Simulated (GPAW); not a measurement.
# AlN (P6_3mc) in GPAW: notebook, part 2 of 2

GPAW 26.7.0.

## 4. G0W0 quasiparticle levels, RPBE

Contents of run.py:

```python
import json
import numpy as np
from ase import Atoms
from ase.dft.bandgap import bandgap
from ase.io import write
from gpaw import GPAW, PW
from gpaw.response.g0w0 import G0W0

atoms = Atoms(['Al', 'Al', 'N', 'N'],
              cell=[[3.113, 0.0, 0.0],
                    [-1.5565, 2.695937082, 0.0],
                    [0.0, 0.0, 4.981]],
              scaled_positions=[[0.6666666667, 0.3333333333, 0.5],
                                [0.3333333333, 0.6666666667, 0.0],
                                [0.6666666667, 0.3333333333, 0.88],
                                [0.3333333333, 0.6666666667, 0.38]],
              pbc=True)

calc = GPAW(mode=PW(550),
            xc='RPBE',
            kpts={'size': (4, 4, 2), 'gamma': True},
            occupations={'name': 'fermi-dirac', 'width': 0.001},
            nbands=18,
            convergence={'density': 1e-06},
            maxiter=150,
            txt='gpaw.txt')
atoms.calc = calc
energy = atoms.get_potential_energy()
calc.write('gs.gpw')
write('result.traj', atoms)
print(f'Energy: {energy:.6f} eV')
print('Fermi level:', round(calc.get_fermi_level(), 4), 'eV')
print(f'Gap: {bandgap(calc)[0]:.4f} eV, direct: {bandgap(calc, direct=True)[0]:.4f} eV')

calc.diagonalize_full_hamiltonian(nbands=98)
calc.write('full.gpw', mode='all')

ibz = calc.get_ibz_k_points()
gap, vbm, cbm = bandgap(calc, output=None)
gap, direct, _ = bandgap(calc, direct=True, output=None)
gamma = int(np.abs(ibz).sum(1).argmin())
kpts = sorted({gamma, vbm[1], cbm[1], direct[1]})
gw = G0W0(calc='full.gpw',
          filename='gw',
          ecut=100,
          ecut_extrapolation=True,
          relbands=(-2, 2),
          kpts=kpts,
          integrate_gamma='WS',
          ppa=True)
gw.calculate()
results = {mode: {key: np.asarray(r[key]).tolist() for key in ['f', 'eps', 'vxc', 'exx', 'sigma', 'Z', 'qp', 'sigma_eskn']}
           for mode, r in gw.all_results.items()}
json.dump({'kpts': ibz[kpts].tolist(), 'results': results}, open('gw.json', 'w'))
for mode, r in results.items():
    f, qp = np.array(r['f']), np.array(r['qp'])
    print(mode, 'quasiparticle energies (eV):')
    print(qp.round(3))
    print(mode, 'gap:', round(qp[f < 0.5].min() - qp[f > 0.5].max(), 4), 'eV')
```

Potentials or basis: the program's PAW data sets (release 1.2.1) made for this functional, pw.

The run is started by

```console
$ OMP_NUM_THREADS=1 python run.py
```

gpaw.txt:

```text
__  _  _
 | _ |_)|_||  |
 |__||  | ||/\| - 26.7.0

Input parameters:
  mode=PW(ecut=550.0),
  convergence={'density': 1e-06},
  kpts=MonkhorstPack(size=(4, 4, 2), gamma=True),
  maxiter=150,
  nbands=18,
  occupations=Occupations(name='fermi-dirac', width=0.001),
  xc=XC(name='RPBE')

Diagonalizing LCAO Hamiltonian
Converting LCAO to pw mode

           N

           Al
        N

        Al

Atoms  # Å, Bohr magnetons
|   | symbol |         x |        y |        z |    initial magnetic moments |
|---|--------|-----------|----------|----------|-----------------------------|
| 0 |     Al |  1.556500 | 0.898646 | 2.490500 | ( 0.0000,  0.0000,  0.0000) |
| 1 |     Al | -0.000000 | 1.797291 | 0.000000 | ( 0.0000,  0.0000,  0.0000) |
| 2 |      N |  1.556500 | 0.898646 | 4.383280 | ( 0.0000,  0.0000,  0.0000) |
| 3 |      N | -0.000000 | 1.797291 | 1.892780 | ( 0.0000,  0.0000,  0.0000) |

Unit cell  # Å
| periodic |         x |        y |        z |  lengths |     angles |
|----------|-----------|----------|----------|----------|------------|
|      yes |  3.113000 | 0.000000 | 0.000000 | 3.113000 |  90.000000 |
|      yes | -1.556500 | 2.695937 | 0.000000 | 3.113000 |  90.000000 |
|      yes |  0.000000 | 0.000000 | 4.981000 | 4.981000 | 120.000000 |

Number of symmetries: 6
Symmetry operations  # r_c * U_cc + t_c -> r_c
|   | kind |            matrix            |
|---|------|------------------------------|
| 0 |  σ   |  1, 1, 0,  0,-1, 0,  0, 0, 1 |
| 1 |  E   |  1, 0, 0,  0, 1, 0,  0, 0, 1 |
| 2 |  C3  |  0, 1, 0, -1,-1, 0,  0, 0, 1 |
| 3 |  σ   |  0,-1, 0, -1, 0, 0,  0, 0, 1 |
| 4 |  σ   | -1, 0, 0,  1, 1, 0,  0, 0, 1 |
| 5 |  C3  | -1,-1, 0,  1, 0, 0,  0, 0, 1 |

BZ-sampling:
  Number of BZ points: 32
  Number of IBZ points: 8

  Monkhorst-Pack size: [4, 4, 2]
  Monkhorst-Pack shift: [0.125, 0.125, 0.25]

K-points  # in reciprocal-cell coordinates
|   |                                coordinates |     weight |
|---|--------------------------------------------|------------|
| 0 | (  0.00000000,   0.00000000,   0.00000000) | 0.03125000 |
| 1 | (  0.00000000,   0.00000000,   0.50000000) | 0.03125000 |
| 2 | (  0.25000000,   0.00000000,   0.00000000) | 0.18750000 |
| 3 | (  0.25000000,   0.00000000,   0.50000000) | 0.18750000 |
| 4 | (  0.50000000,   0.25000000,   0.00000000) | 0.18750000 |
| 5 | (  0.50000000,   0.25000000,   0.50000000) | 0.18750000 |
| 6 | (  0.50000000,   0.50000000,   0.00000000) | 0.09375000 |
| 7 | (  0.50000000,   0.50000000,   0.50000000) | 0.09375000 |

Plane wave coefficients: 1232
Cutoff: 550.0 eV

Spin-components: 1 (collinear spins)
Bands:           18
Projectors:      20
Spin-degeneracy: 2
Datatype:        complex128

Parallelization:
  kpt:    1
  domain: 1
  band:   1

Density:
  Valence electrons: 16.0
  Components: 1
  Grid points: [18 18 27]
  Charge: 0.0  # |e|

Potential:
  Grid points: [18 18 27]

species:
  Al:
    name:    Aluminium
    Z:       13.0
    valence: 3
    core:    10
    charge:  0.0  # [|e|]
    compensation charges:
      type: gauss
      rc: 0.34  # [Å]
      lmax: 2
    cutoffs:
      filter: 1.91  # [Å]
      core: 2.36  # [Å]
    projectors
    | kind |    occ | energy [eV] | rcut [Å] |
    |------|--------|-------------|----------|
    |   3s |  2.000 |      -7.732 |    1.085 |
    |   3p |  1.000 |      -2.717 |    1.085 |
    |    s |        |      19.479 |    1.085 |
    |    p |        |      24.495 |    1.085 |
    |    d |        |       0.000 |    1.085 |

    Using partial waves for Al as LCAO basis

  N:
    name:    Nitrogen
    Z:       7.0
    valence: 5
    core:    2
    charge:  0.0  # [|e|]
    compensation charges:
      type: gauss
      rc: 0.18  # [Å]
      lmax: 2
    cutoffs:
      filter: 1.11  # [Å]
      core: 0.96  # [Å]
    projectors
    | kind |    occ | energy [eV] | rcut [Å] |
    |------|--------|-------------|----------|
    |   2s |  2.000 |     -18.658 |    0.603 |
    |   2p |  3.000 |      -7.050 |    0.529 |
    |    s |        |       8.553 |    0.603 |
    |    p |        |      20.161 |    0.529 |
    |    d |        |       0.000 |    0.577 |

    Using partial waves for N as LCAO basis

Reference energy: -16180.553632  # eV

eigensolver:
  PPCG
  Converge bands: occupied
  niter=2

density mixing:
  MSR1-Mixer
  Pratt-step length: 0.05
  Maximum mixing coefficient: 0.75
  Old densities: 10
  SVD Regularization: 0.005
  Good broyden scale: 1.0
  Trust region scale: 1.0
  Backstep threshold: 4.0
  History deletion threshold: 6.0
  Fourier metric: weight=20.0, sigma=0.015

occupation numbers:
  Fermi-Dirac:
    width: 0.0010  # eV

poisson solver:
  ecut: 4400.0  # eV

xc functional:
  name: RPBE with 2 nearest neighbor stencil

convergence criteria:
- Maximum integral of absolute [dens]ity change: 1e-06 electrons / valence electron
- Maximum [total energy] change in last 3 cyles: 0.0005 eV / valence electron
- Maximum integral of absolute [eigenst]ate change: 4e-08 eV^2 / valence electron
maximum number of iterations: 150

SCF iterations
|iter     | |      energy | eigst |  dens |
|---------|-|-------------|-------|-------|
|iter:   1| |  -31.215785 | -0.26 |       |
|iter:   2| |  -30.243899 | -2.07 | -0.56 |
|iter:   3| |  -27.427677 | -0.73 | -0.61 |
|iter:   4| |  -27.469967 | -2.91 | -1.24 |
|iter:   5| |  -27.490173 | -3.35 | -1.54 |
|iter:   6| |  -27.490333 | -4.94 | -2.72 |
|iter:   7| |  -27.490372c| -6.13 | -3.10 |
|iter:   8| |  -27.490372c| -7.56c| -4.20 |
|iter:   9| |  -27.490372c| -7.63c| -4.46 |
|iter:  10| |  -27.490372c| -7.80c| -4.84 |
|iter:  11| |  -27.490372c| -8.90c| -5.54 |
|iter:  12| |  -27.490372c| -9.95c| -6.10c|

Converged in 12 steps
Energy contributions relative to reference atoms: (reference = -16180.553632)

Energy contributions:
  Kinetic:          31.613745
  Coulomb:         -25.954661
  Zero:             -0.098180
  External:          0.000000
  Xc:              -33.051275
  Entropy:          -0.000000
  Spinorbit:         0.000000
  ----------------------------
  Free energy:     -27.490372
  Extrapolated:    -27.490372

dipole moment: (0.000024, -0.000015, -6.794177)  # |e|*Ang

Fermi level: 6.608
Eigenvalues  # (at kpt = [0.000, 0.000, 0.000])
| band index |      eig [eV] | occ [0-2] |
|------------|---------------|-----------|
|          0 |        -8.982 |     2.000 |
|          1 |        -6.865 |     2.000 |
|          2 |         0.307 |     2.000 |
|          3 |         5.452 |     2.000 |
|          4 |         5.452 |     2.000 |
|          5 |         6.109 |     2.000 |
|          6 |         6.109 |     2.000 |
|          7 |         6.291 |     2.000 |
|          8 |        10.482 |     0.000 |
|          9 |        12.994 |     0.000 |
|         10 |        16.983 |     0.000 |
|         11 |        17.505 |     0.000 |
|         12 |        17.505 |     0.000 |
|         13 |        19.514 |     0.000 |
|         14 |        19.518 |     0.000 |
|         15 |        19.518 |     0.000 |
|        ... |               |           |
|         17 |        21.164 |     0.000 |

Gap: 4.192 eV
Transition (v -> c):
  (s=0, k=0, n=7, [0.00, 0.00, 0.00]) -> (s=0, k=0, n=8, [0.00, 0.00, 0.00])
No difference between direct/indirect transitions
# Writing to gs.gpw (mode='')

Matrix size: 1232x1232
# Writing to full.gpw (mode='all')
```

Wall time 45 s (1 thread of AMD EPYC 7B13 (Zen 3), shared host); peak memory 0.36 GiB.

The run converged, but some of its settings lie outside the range that counts as converged, so its numbers aren't taken as properties of the crystal.

What came out:

- Free energy: -27.4904 eV
- Band gap on the k mesh, mean-field level: 4.19 eV, direct
- Quasiparticle gap: 5.92 eV
- Least direct quasiparticle gap: 5.92 eV

Caveat: the k mesh is coarse (spacing up to 0.63 Å⁻¹), so the values aren't converged; the quasiparticle gap is taken among the few k points that were corrected; the k mesh is too small for a converged quasiparticle gap; the long-wavelength limit can be off by a per cent or two.

## 5. G0W0 quasiparticle levels, LDA

Edit run.py of step 4 so:

```diff
@@ -19,4 +19,4 @@
 calc = GPAW(mode=PW(550),
-            xc='RPBE',
-            kpts={'size': (4, 4, 2), 'gamma': True},
+            xc='LDA',
+            kpts={'size': (5, 5, 3), 'gamma': True},
             occupations={'name': 'fermi-dirac', 'width': 0.001},
```

Potentials or basis: the program's PAW data sets (release 1.2.1) made for this functional, pw.

The run is started by

```console
$ OMP_NUM_THREADS=1 python run.py
```

gpaw.txt:

```text
__  _  _
 | _ |_)|_||  |
 |__||  | ||/\| - 26.7.0

Input parameters:
  mode=PW(ecut=550.0),
  convergence={'density': 1e-06},
  kpts=MonkhorstPack(size=(5, 5, 3), gamma=True),
  maxiter=150,
  nbands=18,
  occupations=Occupations(name='fermi-dirac', width=0.001),
  xc=XC(name='LDA')

Diagonalizing LCAO Hamiltonian
Converting LCAO to pw mode

           N

           Al
        N

        Al

Atoms  # Å, Bohr magnetons
|   | symbol |         x |        y |        z |    initial magnetic moments |
|---|--------|-----------|----------|----------|-----------------------------|
| 0 |     Al |  1.556500 | 0.898646 | 2.490500 | ( 0.0000,  0.0000,  0.0000) |
| 1 |     Al | -0.000000 | 1.797291 | 0.000000 | ( 0.0000,  0.0000,  0.0000) |
| 2 |      N |  1.556500 | 0.898646 | 4.383280 | ( 0.0000,  0.0000,  0.0000) |
| 3 |      N | -0.000000 | 1.797291 | 1.892780 | ( 0.0000,  0.0000,  0.0000) |

Unit cell  # Å
| periodic |         x |        y |        z |  lengths |     angles |
|----------|-----------|----------|----------|----------|------------|
|      yes |  3.113000 | 0.000000 | 0.000000 | 3.113000 |  90.000000 |
|      yes | -1.556500 | 2.695937 | 0.000000 | 3.113000 |  90.000000 |
|      yes |  0.000000 | 0.000000 | 4.981000 | 4.981000 | 120.000000 |

Number of symmetries: 6
Symmetry operations  # r_c * U_cc + t_c -> r_c
|   | kind |            matrix            |
|---|------|------------------------------|
| 0 |  σ   |  1, 1, 0,  0,-1, 0,  0, 0, 1 |
| 1 |  E   |  1, 0, 0,  0, 1, 0,  0, 0, 1 |
| 2 |  C3  |  0, 1, 0, -1,-1, 0,  0, 0, 1 |
| 3 |  σ   |  0,-1, 0, -1, 0, 0,  0, 0, 1 |
| 4 |  σ   | -1, 0, 0,  1, 1, 0,  0, 0, 1 |
| 5 |  C3  | -1,-1, 0,  1, 0, 0,  0, 0, 1 |

BZ-sampling:
  Number of BZ points: 75
  Number of IBZ points: 12

  Monkhorst-Pack size: [5, 5, 3]
  Monkhorst-Pack shift: [0, 0, 0]

K-points  # in reciprocal-cell coordinates
|     |                                coordinates |     weight |
|-----|--------------------------------------------|------------|
|   0 | (  0.00000000,   0.00000000,   0.00000000) | 0.01333333 |
|   1 | (  0.00000000,   0.00000000,   0.33333333) | 0.02666667 |
|   2 | (  0.20000000,   0.00000000,  -0.33333333) | 0.08000000 |
|   3 | (  0.20000000,   0.00000000,   0.00000000) | 0.08000000 |
|   4 | (  0.20000000,   0.00000000,   0.33333333) | 0.08000000 |
|   5 | (  0.40000000,  -0.20000000,   0.00000000) | 0.08000000 |
|   6 | (  0.40000000,  -0.20000000,   0.33333333) | 0.16000000 |
|   7 | (  0.40000000,   0.00000000,  -0.33333333) | 0.08000000 |
|   8 | (  0.40000000,   0.00000000,   0.00000000) | 0.08000000 |
|   9 | (  0.40000000,   0.00000000,   0.33333333) | 0.08000000 |
| ... |                                            |            |
|  11 | (  0.40000000,   0.40000000,   0.33333333) | 0.16000000 |

Plane wave coefficients: 1238
Cutoff: 550.0 eV

Spin-components: 1 (collinear spins)
Bands:           18
Projectors:      20
Spin-degeneracy: 2
Datatype:        complex128

Parallelization:
  kpt:    1
  domain: 1
  band:   1

Density:
  Valence electrons: 16.0
  Components: 1
  Grid points: [18 18 27]
  Charge: 0.0  # |e|

Potential:
  Grid points: [18 18 27]

species:
  Al:
    name:    Aluminium
    Z:       13.0
    valence: 3
    core:    10
    charge:  0.0  # [|e|]
    compensation charges:
      type: gauss
      rc: 0.34  # [Å]
      lmax: 2
    cutoffs:
      filter: 1.91  # [Å]
      core: 2.36  # [Å]
    projectors
    | kind |    occ | energy [eV] | rcut [Å] |
    |------|--------|-------------|----------|
    |   3s |  2.000 |      -7.830 |    1.085 |
    |   3p |  1.000 |      -2.783 |    1.085 |
    |    s |        |      19.382 |    1.085 |
    |    p |        |      24.428 |    1.085 |
    |    d |        |       0.000 |    1.085 |

    Using partial waves for Al as LCAO basis

  N:
    name:    Nitrogen
    Z:       7.0
    valence: 5
    core:    2
    charge:  0.0  # [|e|]
    compensation charges:
      type: gauss
      rc: 0.18  # [Å]
      lmax: 2
    cutoffs:
      filter: 1.11  # [Å]
      core: 0.96  # [Å]
    projectors
    | kind |    occ | energy [eV] | rcut [Å] |
    |------|--------|-------------|----------|
    |   2s |  2.000 |     -18.420 |    0.603 |
    |   2p |  3.000 |      -7.237 |    0.529 |
    |    s |        |       8.791 |    0.603 |
    |    p |        |      19.974 |    0.529 |
    |    d |        |       0.000 |    0.577 |

    Using partial waves for N as LCAO basis

Reference energy: -16098.591502  # eV

eigensolver:
  PPCG
  Converge bands: occupied
  niter=2

density mixing:
  MSR1-Mixer
  Pratt-step length: 0.05
  Maximum mixing coefficient: 0.75
  Old densities: 10
  SVD Regularization: 0.005
  Good broyden scale: 1.0
  Trust region scale: 1.0
  Backstep threshold: 4.0
  History deletion threshold: 6.0
  Fourier metric: weight=20.0, sigma=0.015

occupation numbers:
  Fermi-Dirac:
    width: 0.0010  # eV

poisson solver:
  ecut: 4400.0  # eV

xc functional:
  name: None

convergence criteria:
- Maximum integral of absolute [dens]ity change: 1e-06 electrons / valence electron
- Maximum [total energy] change in last 3 cyles: 0.0005 eV / valence electron
- Maximum integral of absolute [eigenst]ate change: 4e-08 eV^2 / valence electron
maximum number of iterations: 150

SCF iterations
|iter     | |      energy | eigst |  dens |
|---------|-|-------------|-------|-------|
|iter:   1| |  -36.194404 | -0.27 |       |
|iter:   2| |  -35.187252 | -2.06 | -0.56 |
|iter:   3| |  -32.181218 | -0.78 | -0.61 |
|iter:   4| |  -32.156458 | -3.00 | -1.25 |
|iter:   5| |  -32.152255 | -3.57 | -1.57 |
|iter:   6| |  -32.152310c| -5.85 | -2.74 |
|iter:   7| |  -32.152321c| -6.56 | -3.15 |
|iter:   8| |  -32.152321c| -7.75c| -4.22 |
|iter:   9| |  -32.152321c| -7.75c| -4.57 |
|iter:  10| |  -32.152321c| -8.72c| -5.17 |
|iter:  11| |  -32.152321c| -9.99c| -6.14c|

Converged in 11 steps
Energy contributions relative to reference atoms: (reference = -16098.591502)

Energy contributions:
  Kinetic:          30.189971
  Coulomb:         -25.088248
  Zero:             -0.108422
  External:          0.000000
  Xc:              -37.145622
  Entropy:          -0.000000
  Spinorbit:         0.000000
  ----------------------------
  Free energy:     -32.152321
  Extrapolated:    -32.152321

dipole moment: (0.000002, -0.000002, -6.829782)  # |e|*Ang

Fermi level: 6.282
Eigenvalues  # (at kpt = [0.000, 0.000, 0.000])
| band index |      eig [eV] | occ [0-2] |
|------------|---------------|-----------|
|          0 |        -9.200 |     2.000 |
|          1 |        -6.989 |     2.000 |
|          2 |        -0.181 |     2.000 |
|          3 |         5.027 |     2.000 |
|          4 |         5.027 |     2.000 |
|          5 |         5.689 |     2.000 |
[... 8 lines left out ...]
|         14 |        18.820 |     0.000 |
|         15 |        18.820 |     0.000 |
|        ... |               |           |
|         17 |        20.541 |     0.000 |

Gap: 4.216 eV
Transition (v -> c):
  (s=0, k=0, n=7, [0.00, 0.00, 0.00]) -> (s=0, k=0, n=8, [0.00, 0.00, 0.00])
No difference between direct/indirect transitions
# Writing to gs.gpw (mode='')

Matrix size: 1238x1238
# Writing to full.gpw (mode='all')
```

It took 2 min on 1 thread of AMD EPYC 7B13 (Zen 3), shared host; peak memory 0.39 GiB.

What came out:

```
Free energy                              : -32.1523 eV
Band gap on the k mesh, mean-field level : 4.22 eV, direct
Quasiparticle gap                        : 5.90 eV
Least direct quasiparticle gap           : 5.90 eV
```

Caveat: the k mesh is coarse (spacing up to 0.47 Å⁻¹), so the values aren't converged; the quasiparticle gap is taken among the few k points that were corrected; the long-wavelength limit can be off by a per cent or two.
